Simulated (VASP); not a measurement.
# TlBr (Pm-3m) in VASP: single point with r2SCAN

Aim: the single point of TlBr with r2SCAN.

All numbers are computed with VASP 6.6.1; they aren't measurements. Logs are shortened: lines on timing, memory, paths and dates and some standing lists are left out, and cuts for length are marked.

### 1 Starting point

Symmetry: Pm-3m, No. 221, cubic system. Conventional cell: a = 3.970 Å, b = 3.970 Å, c = 3.970 Å, α = 90.00°, β = 90.00°, γ = 90.00°. Tl (site symmetry m-3m) is surrounded by 8 Br at 3.44 Å. Br (site symmetry m-3m) is surrounded by 8 Tl at 3.44 Å.

### 2 Single point, r2SCAN

Contents of INCAR:

```
PREC = Accurate
ENCUT = 520
EDIFF = 1E-6
ISMEAR = 0
SIGMA = 0.05
LREAL = False
LASPH = True
NELM = 100
ALGO = Normal
ISIF = 2
LWAVE = False
LCHARG = True
METAGGA = R2SCAN
LMIXTAU = True
LELF = True
LVHAR = True
NBANDS = 17
```

Contents of KPOINTS:

```
Automatic mesh
0
Gamma
  8 8 8
```

Contents of POSCAR:

```
TlBr
1.0
    3.9700000000      0.0000000000      0.0000000000
    0.0000000000      3.9700000000      0.0000000000
    0.0000000000      0.0000000000      3.9700000000
Tl Br
1 1
Direct
    0.0000000000      0.0000000000      0.0000000000
    0.5000000000      0.5000000000      0.5000000000
```

Potentials or basis: VASP PAW PBE potentials, release 64 (Tl_d, Br).

Run with:

```sh
$ cat potpaw_PBE.64/Tl_d/POTCAR potpaw_PBE.64/Br/POTCAR > POTCAR
$ mpirun -np 1 vasp_std > vasp.out
```

OUTCAR:

```text
PREC = Accurate
   ENCUT = 520
   EDIFF = 1E-6
   ISMEAR = 0
   LREAL = False
   LASPH = True
   NELM = 100
   ISIF = 2
   METAGGA = R2SCAN

 ion  position               nearest neighbor table
   1  0.000  0.000  0.000-   2 3.44   2 3.44   2 3.44   2 3.44   2 3.44   2 3.44   2 3.44   2 3.44

   2  0.500  0.500  0.500-   1 3.44   1 3.44   1 3.44   1 3.44   1 3.44   1 3.44   1 3.44   1 3.44

  LATTYP: Found a simple cubic cell.
 ALAT       =     3.9700000000

  Lattice vectors:

 A1 = (   3.9700000000,   0.0000000000,   0.0000000000)
 A2 = (   0.0000000000,   3.9700000000,   0.0000000000)
 A3 = (   0.0000000000,   0.0000000000,   3.9700000000)

Analysis of symmetry for initial positions (statically):
=====================================================================
 Subroutine PRICEL returns:
 Original cell was already a primitive cell.

 Routine SETGRP: Setting up the symmetry group for a
 simple cubic supercell.

 Subroutine GETGRP returns: Found 48 space group operations
 (whereof 48 operations were pure point group operations)
 out of a pool of 48 trial point group operations.

The static configuration has the point symmetry O_h .

Analysis of symmetry for dynamics (positions and initial velocities):
=====================================================================
 Subroutine PRICEL returns:
 Original cell was already a primitive cell.

 Routine SETGRP: Setting up the symmetry group for a
 simple cubic supercell.

 Subroutine GETGRP returns: Found 48 space group operations
 (whereof 48 operations were pure point group operations)
 out of a pool of 48 trial point group operations.

The dynamic configuration has the point symmetry O_h .

 Subroutine INISYM returns: Found 48 space group operations
 (whereof 48 operations are pure point group operations),
 and found     1 'primitive' translations

----------------------------------------------------------------------------------------

                                     Primitive cell

  volume of cell :      62.5708

  direct lattice vectors                    reciprocal lattice vectors
     3.970000000  0.000000000  0.000000000     0.251889169  0.000000000  0.000000000
     0.000000000  3.970000000  0.000000000     0.000000000  0.251889169  0.000000000
     0.000000000  0.000000000  3.970000000     0.000000000  0.000000000  0.251889169

  length of vectors
     3.970000000  3.970000000  3.970000000     0.251889169  0.251889169  0.251889169

  position of ions in fractional coordinates (direct lattice)
     0.000000000  0.000000000  0.000000000
     0.500000000  0.500000000  0.500000000

  ion indices of the primitive-cell ions
   primitive index   ion index
                 1           1
                 2           2

----------------------------------------------------------------------------------------

 KPOINTS: Automatic mesh

Automatic generation of k-mesh.
 Grid dimensions read from file:
 generate k-points for:    8    8    8

 Generating k-lattice:

  Cartesian coordinates                     Fractional coordinates (reciprocal lattice)
     0.031486146  0.000000000  0.000000000     0.125000000  0.000000000  0.000000000
     0.000000000  0.031486146  0.000000000     0.000000000  0.125000000  0.000000000
     0.000000000  0.000000000  0.031486146     0.000000000  0.000000000  0.125000000

  Length of vectors
     0.031486146  0.031486146  0.031486146

  Shift w.r.t. Gamma in fractional coordinates (k-lattice)
     0.000000000  0.000000000  0.000000000

 Subroutine IBZKPT returns following result:
 ===========================================

 Found     35 irreducible k-points:

 Following reciprocal coordinates:
            Coordinates               Weight
  0.000000  0.000000  0.000000      1.000000
  0.125000  0.000000  0.000000      6.000000
  0.250000  0.000000  0.000000      6.000000
  0.375000  0.000000  0.000000      6.000000
  0.500000  0.000000  0.000000      3.000000
  0.125000  0.125000  0.000000     12.000000
[... 16 lines left out ...]
  0.375000  0.375000  0.125000     24.000000
  0.500000  0.375000  0.125000     24.000000
 [... further k-points ...]
   k-points           NKPTS =     35   k-points in BZ     NKDIM =     35   number of bands    NBANDS=     17
   number of dos      NEDOS =    301   number of ions     NIONS =      2
   total plane-waves  NPLWV =  27000
   dimension x,y,z NGX =    30 NGY =   30 NGZ =   30
   dimension x,y,z NGXF=    60 NGYF=   60 NGZF=   60
   ions per type =               1   1
   NGX,Y,Z   is equivalent  to a cutoff of  12.56, 12.56, 12.56 a.u.
   NGXF,Y,Z  is equivalent  to a cutoff of  25.13, 25.13, 25.13 a.u.
 SYSTEM =  unknown system
   PREC   = accura    normal or accurate (medium, high low for compatibility)
   ISTART =      0    job   : 0-new  1-cont  2-samecut
   ICHARG =      2    charge: 1-file 2-atom 10-const
   ISPIN  =      1    spin polarized calculation?
   LNONCOLLINEAR =      F non collinear calculations
   LSORBIT =      F    spin-orbit coupling
   LASPH  =      T    aspherical Exc in radial PAW
   ENCUT  =  520.0 eV  38.22 Ry    6.18 a.u.   7.38  7.38  7.38*2*pi/ulx,y,z
   NELM   =    100;   NELMIN=  2; NELMDL= -5     # of ELM steps
   EDIFF  = 0.1E-05   stopping-criterion for ELM
   LREAL  =      F    real-space projection
   EDIFFG = 0.1E-04   stopping-criterion for IOM
   NSW    =      0    number of steps for IOM
   IBRION =     -1    ionic relax: 0-MD 1-quasi-New 2-CG
   NFREE  =      0    steps in history (QN), initial steepest desc. (CG)
   ISIF   =      2    stress and relaxation
   ISYM   =      2    0-nonsym 1-usesym 2-fastsym
   POTIM  = 0.5000    time-step for ionic-motion
   TEBEG  =    0.0;   TEEND  =   0.0 temperature during run
   PSTRESS=    0.0 pullay stress
   NELECT =      20.0000    total number of electrons
   NUPDOWN=      -1.0000    fix difference up-down
   EMIN   =  10.00;   EMAX   =-10.00  energy-range for DOS
   EFERMI =   0.00;   METHOD = LEGACY
   ISMEAR =     0;   SIGMA  =   0.05  broadening in eV -4-tet -1-fermi 0-gaus
   EFERMI_NEDOS =   21; number of points for ismear=-14 and -15
   IALGO  =     38    algorithm
   IMIX   =      4    mixing-type and parameters
     AMIX     =   0.40;   BMIX     =  1.00
     AMIX_MAG =   1.60;   BMIX_MAG =  1.00
  volume/ion in A,a.u.               =      31.29       211.12
  Fermi-wavevector in a.u.,A,eV,Ry     =   1.119337  2.115241 17.046958  1.252916
  Thomas-Fermi vector in A             =   2.255976
   LORBIT       =      0    0 simple, 1 ext, 2 COOP (PROOUT), +10 PAW based schemes
   METAGGA = R2SCAN    functional components
   LHFCALC =     F    Hartree Fock is set to
   AEXX    =    0.0000 exact exchange contribution
   IVDW    =     0    specifies the selected vdW correction
   LEPSILON=     F    determine dielectric tensor
   LRPA    =     F    only Hartree local field effects (RPA)
 non-spin polarized calculation
 Gauss-broadening in eV      SIGMA  =   0.05
  energy-cutoff  :      520.00
  volume of cell :       62.57
 maximum number of plane-waves:      1743
 NGX is ok and might be reduce to    30
   NGX = 15   NGY = 15   NGZ = 15

 number of electron      20.0000004 magnetization

 Free energy of the ion-electron system (eV)
  ---------------------------------------------------
  ext. energy  EPLUGINS =         0.00000000
  ---------------------------------------------------
  free energy    TOTEN  =       -68.37941943 eV

  energy without entropy =      -68.37941943  energy(sigma->0) =      -68.37941943

 E-fermi :   2.4515     XC(G=0):  -9.4655

 val. band max:        2.1532121243   @ k =   0.5000   0.0000   0.0000
 cond. band min:       4.4453228928   @ k =   0.5000   0.0000   0.0000
 fundamental gap:      2.2921107685
 Fermi energy:         2.4514870323

 k-point     1 :       0.0000    0.0000    0.0000
  band No.  band energies     occupation
      1     -12.1332      2.00000
      2      -8.3144      2.00000
      3      -8.3144      2.00000
      4      -8.1290      2.00000
      5      -8.1290      2.00000
      6      -8.1290      2.00000
[... 9 lines left out ...]
     16      14.1722      0.00000
     17      16.3289      0.00000

 k-point     2 :       0.1250    0.0000    0.0000
  band No.  band energies     occupation
      1     -12.0989      2.00000
      2      -8.3129      2.00000
      3      -8.2945      2.00000
      4      -8.1381      2.00000
      5      -8.1381      2.00000
      6      -8.1282      2.00000
[... 9 lines left out ...]
     16      15.0633      0.00000
     17      16.0884      0.00000

 k-point     3 :       0.2500    0.0000    0.0000
  band No.  band energies     occupation
      1     -12.0135      2.00000
      2      -8.3092      2.00000
      3      -8.2475      2.00000
      4      -8.1600      2.00000
      5      -8.1600      2.00000
      6      -8.1262      2.00000
[... 9 lines left out ...]
     16      14.9545      0.00000
     17      16.1500      0.00000

 k-point     4 :       0.3750    0.0000    0.0000
  band No.  band energies     occupation
      1     -11.9240      2.00000
      2      -8.3056      2.00000
      3      -8.2020      2.00000
      4      -8.1816      2.00000
      5      -8.1816      2.00000
      6      -8.1242      2.00000
[... 9 lines left out ...]
     16      14.4564      0.00000
     17      16.4081      0.00000

 k-point     5 :       0.5000    0.0000    0.0000
  band No.  band energies     occupation
      1     -11.8857      2.00000
      2      -8.3041      2.00000
      3      -8.1905      2.00000
      4      -8.1905      2.00000
      5      -8.1838      2.00000
      6      -8.1235      2.00000
[... 9 lines left out ...]
     16      16.2630      0.00000
     17      16.4228      0.00000

 k-point     6 :       0.1250    0.1250    0.0000
  band No.  band energies     occupation
      1     -12.0668      2.00000
      2      -8.3024      2.00000
      3      -8.2832      2.00000
      4      -8.1451      2.00000
      5      -8.1387      2.00000
      6      -8.1353      2.00000
[... 9 lines left out ...]
     16      14.6422      0.00000
     17      15.3244      0.00000

 k-point     7 :       0.2500    0.1250    0.0000
  band No.  band energies     occupation
      1     -11.9870      2.00000
      2      -8.2955      2.00000
      3      -8.2385      2.00000
      4      -8.1613      2.00000
      5      -8.1585      2.00000
      6      -8.1342      2.00000
[... 9 lines left out ...]
     16      14.3972      0.00000
     17      14.9891      0.00000

 k-point     8 :       0.3750    0.1250    0.0000
  band No.  band energies     occupation
      1     -11.9039      2.00000
      2      -8.2913      2.00000
      3      -8.1926      2.00000
      4      -8.1793      2.00000
      5      -8.1764      2.00000
      6      -8.1317      2.00000
[... 9 lines left out ...]
     16      14.7903      0.00000
     17      15.1801      0.00000
[... 203 lines left out ...]
      1     -11.8496      2.00000
      2      -8.2731      2.00000
      3      -8.2011      2.00000
      4      -8.1660      2.00000
      5      -8.1647      2.00000
      6      -8.1385      2.00000
[... 9 lines left out ...]
     16      14.6181      0.00000
     17      14.6225      0.00000

 k-point    20 :       0.2500    0.2500    0.1250
  band No.  band energies     occupation
      1     -11.8974      2.00000
      2      -8.2535      2.00000
      3      -8.2034      2.00000
      4      -8.1778      2.00000
      5      -8.1616      2.00000
      6      -8.1447      2.00000
[... 9 lines left out ...]
     16      14.4958      0.00000
     17      15.2771      0.00000

 k-point    21 :       0.3750    0.2500    0.1250
  band No.  band energies     occupation
      1     -11.8317      2.00000
      2      -8.2443      2.00000
      3      -8.1954      2.00000
      4      -8.1662      2.00000
      5      -8.1548      2.00000
      6      -8.1457      2.00000
[... 9 lines left out ...]
     16      14.0740      0.00000
     17      15.3077      0.00000

 k-point    22 :       0.5000    0.2500    0.1250
  band No.  band energies     occupation
      1     -11.8039      2.00000
      2      -8.2415      2.00000
      3      -8.2042      2.00000
      4      -8.1598      2.00000
      5      -8.1490      2.00000
      6      -8.1371      2.00000
[... 9 lines left out ...]
     16      13.6758      0.00000
     17      16.0391      0.00000

 k-point    23 :       0.3750    0.3750    0.1250
  band No.  band energies     occupation
      1     -11.7794      2.00000
      2      -8.2269      2.00000
      3      -8.1916      2.00000
      4      -8.1795      2.00000
      5      -8.1426      2.00000
      6      -8.1178      2.00000
[... 9 lines left out ...]
     16      13.7775      0.00000
     17      15.2656      0.00000

 k-point    24 :       0.5000    0.3750    0.1250
  band No.  band energies     occupation
      1     -11.7574      2.00000
      2      -8.2218      2.00000
      3      -8.1947      2.00000
      4      -8.1785      2.00000
      5      -8.1440      2.00000
      6      -8.0992      2.00000
[... 9 lines left out ...]
     16      13.7655      0.00000
     17      15.5231      0.00000

 [... further k-points ...]

------------------------ aborting loop because EDIFF is reached ----------------------------------------

  FORCE on cell =-STRESS in cart. coord.  units (eV):
  Direction    XX          YY          ZZ          XY          YZ          ZX
  --------------------------------------------------------------------------------------
  -------------------------------------------------------------------------------------
  Total        0.3571501      0.3571501      0.3571501     -0.0000000     -0.0000000      0.0000000
  in kB        9.1451289      9.1451289      9.1451289     -0.0000000     -0.0000000      0.0000000
  external PRESSURE =       9.1451289 kB  Pullay stress =       0.0000000 kB

 VOLUME and BASIS-vectors are now :
 -----------------------------------------------------------------------------
  energy-cutoff  :      520.00
  volume of cell :       62.57
      direct lattice vectors                 reciprocal lattice vectors
     3.970000000  0.000000000  0.000000000     0.251889169  0.000000000  0.000000000
     0.000000000  3.970000000  0.000000000     0.000000000  0.251889169  0.000000000
     0.000000000  0.000000000  3.970000000     0.000000000  0.000000000  0.251889169

 POSITION                                       TOTAL-FORCE (eV/Angst)
 -----------------------------------------------------------------------------------
      0.00000      0.00000      0.00000         0.000000      0.000000      0.000000
      1.98500      1.98500      1.98500         0.000000      0.000000      0.000000
 -----------------------------------------------------------------------------------
    total drift:                                0.000000     -0.000000     -0.000000

  FREE ENERGIE OF THE ION-ELECTRON SYSTEM (eV)
  ---------------------------------------------------
  free  energy   TOTEN  =       -68.3794194258 eV

  energy  without entropy=      -68.3794194258  energy(sigma->0) =      -68.37941943
```

It took 1.9 min on 1 thread of AMD EPYC 7R43 (Zen 3), shared host; peak memory 0.16 GiB.

What came out:

- Free energy: -68.3794 eV
- Pressure: 0.9 GPa
- Band gap on the k mesh: 2.29 eV, direct

Levels at points of the mesh, in eV from the valence-band top:
```csv
k point,band 6,band 7,band 8,band 9,band 10,band 11,band 12,band 13,band 14,band 15
"(0.00, 0.00, 0.00)",-10.28,-4.60,-1.40,-1.40,-1.40,7.54,7.54,7.77,7.77,7.77
"(0.50, 0.00, 0.00)",-10.28,-5.63,-0.90,-0.90,0.00,2.29,6.24,6.24,8.56,11.08
"(0.50, 0.50, 0.00)",-10.23,-3.73,-3.03,-3.03,-0.81,5.29,5.29,7.91,8.35,10.97
"(0.50, 0.50, 0.50)",-10.23,-2.72,-2.04,-2.04,-2.04,2.50,2.50,2.50,13.79,13.79
```

Caveat: the PAW data sets were made with another functional, which shifts forces and pressure a little; spin-orbit coupling is left out, which as a rule narrows the gap of such compounds by several tenths of an eV. r2SCAN opens gaps a little over a GGA but as a rule still falls short of measured ones.
